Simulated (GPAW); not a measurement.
# Cr (Im-3m) in GPAW: equation of state

How stiff is Cr in PBEsol, and what volume does it want? The cell is scaled to several volumes.

All numbers are computed with GPAW 26.7.0; they aren't measurements. Logs are shortened: lines on timing, memory, paths and dates and some standing lists are left out, and cuts for length are marked. The log counts tension as positive stress, the text compression.

## Step 1: The crystal as given

The structure is cubic, space group Im-3m (No. 229). The conventional cell has a = 2.969 Å, b = 2.969 Å, c = 2.969 Å, α = 90.00°, β = 90.00°, γ = 90.00°. Cr (site symmetry m-3m) is surrounded by 8 Cr at 2.57 Å.

## Step 2: Equation of state, PBEsol, collinear spin, ferromagnetic start

run.py reads:

```python
from ase import Atoms
from ase.eos import EquationOfState
from ase.io import Trajectory
from ase.units import GPa
from gpaw import GPAW, PW, setup_paths

setup_paths.insert(0, '.')

atoms = Atoms(['Cr'],
              cell=[[-1.4844496776, 1.4844496776, 1.4844496776],
                    [1.4844496776, -1.4844496776, 1.4844496776],
                    [1.4844496776, 1.4844496776, -1.4844496776]],
              scaled_positions=[[0.0, 0.0, 0.0]],
              pbc=True)
atoms.set_initial_magnetic_moments([3.0])

traj = Trajectory('eos.traj', 'w')
volumes, energies = [], []
for x in [0.94, 0.96, 0.98, 1.0, 1.02, 1.04, 1.06]:
    a = atoms.copy()
    a.set_cell(atoms.cell * x**(1 / 3), scale_atoms=True)
    calc = GPAW(mode=PW(600),
                xc='PBEsol',
                kpts={'size': (12, 12, 12), 'gamma': True},
                occupations={'name': 'fermi-dirac', 'width': 0.05},
                nbands=11,
                convergence={'density': 1e-05, 'energy': 1e-05},
                maxiter=150,
                txt=f'eos-{x:.2f}.txt')
    a.calc = calc
    energies.append(a.get_potential_energy(force_consistent=True))
    volumes.append(a.get_volume())
    p = -a.get_stress()[:3].mean() / GPa
    calc.write(f'eos-{x:.2f}.gpw')
    traj.write(a)
    print(f'{x:.2f} {volumes[-1]:10.4f} A^3 {energies[-1]:14.6f} eV {p:9.3f} GPa', flush=True)

v0, e0, B = EquationOfState(volumes, energies, eos='birchmurnaghan').fit()
print(f'V0 = {v0:.4f} A^3, E0 = {e0:.6f} eV, B0 = {B / GPa:.2f} GPa')
```

Potentials or basis: PAW data sets generated in the run's folder for this functional, pw.

On the command line:

```bash
$ gpaw-setup -f PBEsol Cr
$ OMP_NUM_THREADS=1 python run.py
```

Output:

```text
__  _  _
 | _ |_)|_||  |
 |__||  | ||/\| - 26.7.0

Input parameters:
  mode=PW(ecut=600.0),
  convergence={'density': 1e-05, 'energy': 1e-05},
  kpts=MonkhorstPack(size=(12, 12, 12), gamma=True),
  maxiter=150,
  nbands=11,
  occupations=Occupations(name='fermi-dirac', width=0.05),
  xc=XC(name='PBEsol')

Diagonalizing LCAO Hamiltonian
Converting LCAO to pw mode

       Cr

Atoms  # Å, Bohr magnetons
|   | symbol |        x |        y |        z |    initial magnetic moments |
|---|--------|----------|----------|----------|-----------------------------|
| 0 |     Cr | 0.000000 | 0.000000 | 0.000000 | ( 0.0000,  0.0000,  3.0000) |

Unit cell  # Å
| periodic |         x |         y |         z |  lengths |     angles |
|----------|-----------|-----------|-----------|----------|------------|
|      yes | -1.464387 |  1.464387 |  1.464387 | 2.536393 | 109.471221 |
|      yes |  1.464387 | -1.464387 |  1.464387 | 2.536393 | 109.471221 |
|      yes |  1.464387 |  1.464387 | -1.464387 | 2.536393 | 109.471221 |

Number of symmetries: 48
Symmetry operations  # r_c * U_cc + t_c -> r_c
|    | kind |            matrix            |
|----|------|------------------------------|
|  0 |  σ   |  1, 1, 1,  0, 0,-1,  0,-1, 0 |
|  1 |  C4  |  1, 1, 1,  0, 0,-1, -1, 0, 0 |
|  2 |  C2  |  1, 1, 1,  0,-1, 0,  0, 0,-1 |
|  3 |  S6  |  1, 1, 1,  0,-1, 0, -1, 0, 0 |
|  4 |  S6  |  1, 1, 1, -1, 0, 0,  0, 0,-1 |
|  5 |  C4  |  1, 1, 1, -1, 0, 0,  0,-1, 0 |
|  6 |  E   |  1, 0, 0,  0, 1, 0,  0, 0, 1 |
|  7 |  σ   |  1, 0, 0,  0, 1, 0, -1,-1,-1 |
|  8 |  σ   |  1, 0, 0,  0, 0, 1,  0, 1, 0 |
|  9 |  C3  |  1, 0, 0,  0, 0, 1, -1,-1,-1 |
| 10 |  C3  |  1, 0, 0, -1,-1,-1,  0, 1, 0 |
| 11 |  σ   |  1, 0, 0, -1,-1,-1,  0, 0, 1 |
| 12 |  σ   |  0, 1, 0,  1, 0, 0,  0, 0, 1 |
| 13 |  C2  |  0, 1, 0,  1, 0, 0, -1,-1,-1 |
| 14 |  C3  |  0, 1, 0,  0, 0, 1,  1, 0, 0 |
| 15 |  S4  |  0, 1, 0,  0, 0, 1, -1,-1,-1 |
| 16 |  S4  |  0, 1, 0, -1,-1,-1,  1, 0, 0 |
| 17 |  C3  |  0, 1, 0, -1,-1,-1,  0, 0, 1 |
| 18 |  C3  |  0, 0, 1,  1, 0, 0,  0, 1, 0 |
| 19 |  S4  |  0, 0, 1,  1, 0, 0, -1,-1,-1 |
| 20 |  σ   |  0, 0, 1,  0, 1, 0,  1, 0, 0 |
| 21 |  C3  |  0, 0, 1,  0, 1, 0, -1,-1,-1 |
| 22 |  C2  |  0, 0, 1, -1,-1,-1,  1, 0, 0 |
| 23 |  S4  |  0, 0, 1, -1,-1,-1,  0, 1, 0 |
| 24 |  C4  |  0, 0,-1,  1, 1, 1,  0,-1, 0 |
| 25 |  σ   |  0, 0,-1,  1, 1, 1, -1, 0, 0 |
| 26 |  S6  |  0, 0,-1,  0,-1, 0,  1, 1, 1 |
| 27 |  C2  |  0, 0,-1,  0,-1, 0, -1, 0, 0 |
| 28 |  C4  |  0, 0,-1, -1, 0, 0,  1, 1, 1 |
| 29 |  S6  |  0, 0,-1, -1, 0, 0,  0,-1, 0 |
| 30 |  S6  |  0,-1, 0,  1, 1, 1,  0, 0,-1 |
| 31 |  C4  |  0,-1, 0,  1, 1, 1, -1, 0, 0 |
| 32 |  C4  |  0,-1, 0,  0, 0,-1,  1, 1, 1 |
| 33 |  S6  |  0,-1, 0,  0, 0,-1, -1, 0, 0 |
| 34 |  σ   |  0,-1, 0, -1, 0, 0,  1, 1, 1 |
| 35 |  C2  |  0,-1, 0, -1, 0, 0,  0, 0,-1 |
| 36 |  C2  | -1, 0, 0,  1, 1, 1,  0, 0,-1 |
| 37 |  S6  | -1, 0, 0,  1, 1, 1,  0,-1, 0 |
| 38 |  S6  | -1, 0, 0,  0, 0,-1,  1, 1, 1 |
| 39 |  C2  | -1, 0, 0,  0, 0,-1,  0,-1, 0 |
| 40 |  C2  | -1, 0, 0,  0,-1, 0,  1, 1, 1 |
| 41 |  i   | -1, 0, 0,  0,-1, 0,  0, 0,-1 |
| 42 |  S4  | -1,-1,-1,  1, 0, 0,  0, 1, 0 |
| 43 |  C3  | -1,-1,-1,  1, 0, 0,  0, 0, 1 |
| 44 |  C3  | -1,-1,-1,  0, 1, 0,  1, 0, 0 |
| 45 |  σ   | -1,-1,-1,  0, 1, 0,  0, 0, 1 |
| 46 |  S4  | -1,-1,-1,  0, 0, 1,  1, 0, 0 |
| 47 |  C2  | -1,-1,-1,  0, 0, 1,  0, 1, 0 |

BZ-sampling:
  Number of BZ points: 1728
  Number of IBZ points: 72

  Monkhorst-Pack size: [12, 12, 12]
  Monkhorst-Pack shift: [0.041666666666666664, 0.041666666666666664, 0.041666666666666664]

K-points  # in reciprocal-cell coordinates
|     |                                coordinates |     weight |
|-----|--------------------------------------------|------------|
|   0 | ( -0.00000000,  -0.00000000,  -0.00000000) | 0.00057870 |
|   1 | (  0.08333333,  -0.00000000,  -0.00000000) | 0.00694444 |
|   2 | (  0.08333333,   0.08333333,  -0.08333333) | 0.00347222 |
|   3 | (  0.16666667,  -0.00000000,  -0.08333333) | 0.01388889 |
|   4 | (  0.16666667,  -0.00000000,  -0.00000000) | 0.00694444 |
|   5 | (  0.16666667,   0.08333333,  -0.08333333) | 0.01388889 |
|   6 | (  0.16666667,   0.16666667,  -0.16666667) | 0.00347222 |
|   7 | (  0.25000000,  -0.08333333,  -0.08333333) | 0.00462963 |
|   8 | (  0.25000000,  -0.00000000,  -0.08333333) | 0.02777778 |
|   9 | (  0.25000000,  -0.00000000,  -0.00000000) | 0.00694444 |
| ... |                                            |            |
|  71 | (  0.50000000,   0.50000000,   0.50000000) | 0.00057870 |

Plane wave coefficients: 430
Cutoff: 600.0 eV

Spin-components: 2 (collinear spins)
Bands:           11
Projectors:      6
Spin-degeneracy: 1
Datatype:        complex128

Parallelization:
  kpt:    1
  domain: 1
  band:   1

Density:
  Valence electrons: 6.0
  Components: 2
  Grid points: [15 15 15]
  Charge: 0.0  # |e|

Potential:
  Grid points: [15 15 15]

species:
  Cr:
    name:    Chromium
    Z:       24.0
    valence: 6
    core:    18
    charge:  0.0  # [|e|]
    compensation charges:
      type: gauss
      rc: 0.35  # [Å]
      lmax: 2
    cutoffs:
      filter: 2.14  # [Å]
      core: 3.04  # [Å]
    projectors
    | kind |    occ | energy [eV] | rcut [Å] |
    |------|--------|-------------|----------|
    |   4s |  1.000 |      -4.015 |    1.164 |
    |   4p |  0.000 |      -0.955 |    1.217 |
    |   3d |  5.000 |      -2.928 |    1.111 |
    |    s |        |      23.196 |    1.164 |
    |    p |        |      26.257 |    1.217 |
    |    d |        |      24.283 |    1.111 |

    Using partial waves for Cr as LCAO basis

Reference energy: -28553.124111  # eV

eigensolver:
[... 26 lines left out ...]
convergence criteria:
- Maximum integral of absolute [dens]ity change: 1e-05 electrons / valence electron
- Maximum [total energy] change in last 3 cyles: 1e-05 eV / valence electron
- Maximum integral of absolute [eigenst]ate change: 4e-08 eV^2 / valence electron
maximum number of iterations: 150

SCF iterations
|iter     | |      energy | eigst |  dens |  magmom |
|---------|-|-------------|-------|-------|---------|
|iter:   1| |   -8.998583 | -0.18 |       |  +2.9979|
|iter:   2| |   -9.037556 | -1.89 | -0.43 |  +2.9110|
|iter:   3| |   -9.813023 | -1.63 | -0.45 |  +1.1649|
|iter:   4| |   -9.940152 | -1.72 | -0.76 |  -0.2740|
|iter:   5| |   -9.949747 | -2.42 | -1.13 |  -0.1243|
|iter:   6| |   -9.954269 | -2.94 | -1.58 |  +0.1889|
|iter:   7| |   -9.957971 | -3.10 | -1.47 |  -0.0572|
|iter:   8| |   -9.958202 | -4.40 | -1.98 |  +0.0079|
|iter:   9| |   -9.958235 | -5.51 | -2.72 |  -0.0048|
|iter:  10| |   -9.958235c| -6.50 | -3.10 |  +0.0017|
|iter:  11| |   -9.958237c| -7.11 | -3.49 |  -0.0001|
|iter:  12| |   -9.958237c| -8.17c| -4.82 |  +0.0000|
|iter:  13| |   -9.958237c| -9.12c| -5.44c|  -0.0000|

Converged in 13 steps
Energy contributions relative to reference atoms: (reference = -28553.124111)

Energy contributions:
  Kinetic:         -23.577955
  Coulomb:          16.238663
  Zero:              0.203971
  External:          0.000000
  Xc:               -2.820238
  Entropy:          -0.005355
  Spinorbit:         0.000000
  ----------------------------
  Free energy:      -9.960915
  Extrapolated:     -9.958237

dipole moment: (-3.632775, -3.632775, -3.632775)  # |e|*Ang

Total magnetic moment: (0.000000, 0.000000, -0.000004)

Local magnetic moments
|        x |        y |         z |
|----------|----------|-----------|
| 0.000000 | 0.000000 | -0.000001 |  # Cr   0

Fermi level: 9.918
Eigenvalues  # (at kpt = [-0.000, -0.000, -0.000])
| band index |      eig [eV] | occ [0-1] |      eig [eV] | occ [0-1] |
|------------|---------------|-----------|---------------|-----------|
|          0 |         2.447 |     1.000 |         2.447 |     1.000 |
|          1 |         9.150 |     1.000 |         9.150 |     1.000 |
|          2 |         9.150 |     1.000 |         9.150 |     1.000 |
|          3 |         9.150 |     1.000 |         9.150 |     1.000 |
|          4 |        10.917 |     0.000 |        10.917 |     0.000 |
|          5 |        10.917 |     0.000 |        10.917 |     0.000 |
|          6 |        21.591 |     0.000 |        21.591 |     0.000 |
|          7 |        21.591 |     0.000 |        21.591 |     0.000 |
|          8 |        21.591 |     0.000 |        21.591 |     0.000 |
|          9 |        31.741 |     0.000 |        31.739 |     0.000 |
|         10 |        32.367 |     0.000 |        32.367 |     0.000 |

No gap
No difference between direct/indirect transitions

Stress tensor  # eV/Ang^3
|         x |         y |         z |
|-----------|-----------|-----------|
|  0.167071 |  0.000000 | -0.000000 |
|  0.000000 |  0.167071 | -0.000000 |
| -0.000000 | -0.000000 |  0.167071 |

# Writing to eos-0.96.gpw (mode='')
```

Run time: 91 s. Hardware: 1 thread of Intel Xeon 6975P-C (Granite Rapids), shared host; peak memory 0.2 GiB.

What came out:

```yaml
Equilibrium_volume: "11.12 Å³/atom (rough: see the caveat)"
Bulk_modulus: 282 GPa (rough)
```

Energy against volume, from the lowest point:
```csv
volume (Å³/atom),energy (meV/atom)
12.299,0.00
12.561,40.00
12.823,85.34
13.084,135.38
13.346,189.46
13.608,247.23
13.870,308.03
```

Caveat: the minimum lies outside the volumes run.
